## Levels along the hexagonal axis of dense germanium

In this dense, metallic form of germanium, some levels climb along the hexagonal axis while others drop. The calculation, a gradient-corrected density functional without spin-orbit coupling, gives them at several points of the zone. The question is where the levels stand at point c = 0.1538 on the axis, between the zone centre and 0.3077.

VASP 6.6.1, revPBE without spin polarisation or spin-orbit coupling, for hexagonal Ge (P6/mmm, 3 atoms per cell) at 0.92 times its starting volume, with the recommended PBE PAW potential Ge_d, a 520 eV cutoff, an 8×8×13 k mesh and Fermi-Dirac smearing of 0.1 eV. Levels are relative to the Fermi energy.

```
point a (reciprocal cell vector)  point b (reciprocal cell vector)  point c (reciprocal cell vector)  level under 4 (eV)  level under 3 (eV)  level under 2 (eV)  level under 1 (eV)  level over 1 (eV)  level over 2 (eV)
                          0.0000                            0.0000                            0.0000              -3.438              -3.438              -3.354              -3.354              5.600              9.014
                          0.3750                            0.0000                            0.0000             -10.108              -7.804              -5.511              -0.873              1.045              3.066
                          0.5000                            0.0000                            0.0000             -11.314             -11.272              -7.918              -5.654              1.001              1.107
                          0.1250                            0.1250                            0.0000              -3.973              -3.864              -0.440              -0.400              5.981              6.002
                          0.0000                            0.0000                            0.1538                   ?                   ?                   ?                   ?                  ?                  ?
                          0.0000                            0.0000                            0.3077              -1.744              -1.744              -1.411              -1.411              3.022              3.168
                          0.0000                            0.0000                            0.4615              -0.694              -0.452              -0.359              -0.359              0.841              0.841
```

The columns count levels downwards and upwards from the Fermi energy at each point. A column is therefore not one band: when a band passes through the Fermi energy, every level changes its place in the count.

### Slow waves climb, fast waves fall

In a dense metal whose outer electrons are s and p electrons, as here, these can move almost like free waves, which the atoms disturb only weakly. A step along the axis adds momentum in that direction. A wave that had no axial motion at the zone centre gains a little kinetic energy and climbs slowly. A wave already running fast the opposite way is braked, and because kinetic energy grows with the square of momentum, it loses far more than the first one gains.

The scale is set by the repeat length $d$ along the axis:

$$K=\frac{\hbar^2}{2m}\left(\frac{2\pi}{d}\right)^2 .$$

Here $d$ is the cell edge along the axis, 2.728 Å, which gives $K$ = 20.2 eV. With $q$ for point c, a wave without axial motion rises by $Kq^2$, and a counter-running one follows $K(1-q)^2$.

A point off the axis supports this picture. If the waves are nearly free, subtracting the free-wave kinetic energy from a level should leave about the same band bottom each time. At (0.5, 0, 0) the mean of the lower two printed levels gives -13.5 eV. The next two are split by 2.3 eV, and their mean gives -13.3 eV. The two empty levels at the zone centre, read as fast axial waves, give -12.9 eV. The filled pairs at the zone centre, read as in-plane waves, give -12.1 eV as they stand. Coupling between in-plane waves may lift them by half the splitting just named; with that taken off, they give -13.2 eV.

### The filled pairs

At the zone centre the four highest filled levels form two pairs, which I read as waves moving only in the plane. By 0.3077 the upper pair has risen by 1.94 eV and the lower pair by 1.69 eV, against 1.91 eV for a free wave. A chain of p orbitals with hopping between neighbours would give a cosine instead. Scaled to the same rise at 0.3077, the cosine reaches only 2.83 eV at 0.4615, where the upper pair has risen by 4.20 eV.

That comparison assumes that the pairs keep their order. The lower pair then rises by only 3.08 eV to 0.4615, well short of the free value of 4.30 eV. A likely cause is that, near the zone boundary, pairs coming down from above mix with those going up and hold the lower pair back. At small $q$ they are still far away, so the free rise should serve well.

For the upper pair at the withheld point, the estimate is

$$-3.354+20.21\times0.1538^2=-2.88\ \text{eV}.$$

The same step puts the lower pair at -2.96 eV. I allow ±0.15 eV for each, which just covers the cosine's value for the upper pair.

### The empty levels

The levels at 5.600 and 9.014 eV at the zone centre are read as standing waves, made of two fast waves running in opposite directions. Away from the centre one is braked and the other speeds up. With $\bar E$ the mean of the two levels and $W$ half their separation, the braked one follows

$$E=\bar E+Kq^2-\sqrt{(2Kq)^2+W^2}.$$

This gives 1.3 ± 0.8 eV for the first empty level. If it fell below zero instead, the columns would shift.

The second empty level is traced back from 3.022 eV at 0.3077, taken as a counter-running wave that also moves in the plane. Towards the centre it regains energy as $K(1-q)^2$, which leads to 7.8 ± 0.8 eV. The wider error bars allow for couplings that the model leaves out and for wave assignments that rest on argument.

### The computed levels

The withheld rows as computed:

```
point a (reciprocal cell vector)  point b (reciprocal cell vector)  point c (reciprocal cell vector)  level under 4 (eV)  level under 3 (eV)  level under 2 (eV)  level under 1 (eV)  level over 1 (eV)  level over 2 (eV)
                          0.0000                            0.0000                            0.1538              -2.991              -2.991              -2.862              -2.862              1.519              7.490
```

All the forecasts hold within their error bars. The filled pairs lie within about 0.03 eV of them, whereas the cosine would have put the upper pair about 0.13 eV too high. The first empty level is 0.18 eV higher than forecast, a small miss on a fall of about 4 eV from the centre. The second is 0.32 eV lower than forecast.

Both misses may come from deeper filled levels pushing the empty ones upwards; on the axis, symmetry keeps the printed pairs from mixing with single levels. The first empty level comes nearer to those deeper levels as it falls, and so would be raised. The band behind the second forecast lies closer to them at 0.3077 than at the withheld point. Its starting value would thus be raised more, and the forecast would come out too high.

The steep fall also explains why the first empty level stands higher again at 0.3077. The model carries the braked wave on to about -3 eV there, beneath the four printed filled levels, and another band takes its place in the column. The empty stretch around zero at each of these points is thus no band gap: a band crosses it between them. The analysis printed below compares this model, with its slope set by $d$ and its starting energies taken from the known rows, with the computed levels.

The analysis program printed:

```
inferred in-plane repeat in angstrom: 4.801
kinetic energy of one axial reciprocal vector in eV: 20.21
kinetic energy of one in-plane reciprocal vector in eV: 8.702
band bottom from two lowest printed levels at (0.5,0,0) in eV: -13.47
band bottom from next two levels at (0.5,0,0) in eV: -13.31
band bottom from two empty levels at zone centre in eV: -12.9
half splitting of the upper two filled levels at (0.5,0,0) in eV: 1.132
band bottom from filled pairs at zone centre less that half splitting in eV: -13.23
computed rise of lower pair from centre to 0.3077 in eV: 1.694
computed rise of upper pair from centre to 0.3077 in eV: 1.943
free-electron rise to 0.3077 in eV: 1.914
computed rise of lower pair from centre to 0.4615 in eV: 3.079
computed rise of upper pair from centre to 0.4615 in eV: 4.195
free-electron rise to 0.4615 in eV: 4.305
cosine rise of upper pair to 0.4615 scaled at 0.3077 in eV: 2.827
computed fall of lower single level from 0.3077 to 0.4615 in eV: 3.716
free-electron fall from 0.3077 to 0.4615 in eV: 3.826
forecast of lower filled pair with error bar 0.15 in eV: -2.96
forecast of upper filled pair with error bar 0.15 in eV: -2.876
cosine rival for upper filled pair in eV: -2.735
forecast of first empty level with error bar 0.8 in eV: 1.338
forecast of second empty level with error bar 0.8 in eV: 7.808
Computed levels in eV:
    row  under 4  under 3  under 2  under 1  over 1  over 2
    0.0   -3.438   -3.438   -3.354   -3.354     5.6   9.014
  0.375   -10.11   -7.804   -5.511   -0.873   1.045   3.066
    0.5   -11.31   -11.27   -7.918   -5.654   1.001   1.107
  0.125   -3.973   -3.864    -0.44     -0.4   5.981   6.002
    0.0   -2.991   -2.991   -2.862   -2.862   1.519    7.49
    0.0   -1.744   -1.744   -1.411   -1.411   3.022   3.168
    0.0   -0.694   -0.452   -0.359   -0.359   0.841   0.841
miss of lower filled pair (forecast less computed under 4) in eV: 0.03109
miss of upper filled pair (forecast less computed under 1) in eV: -0.01391
miss of first empty level (forecast less computed) in eV: -0.181
miss of second empty level (forecast less computed) in eV: 0.3175
```
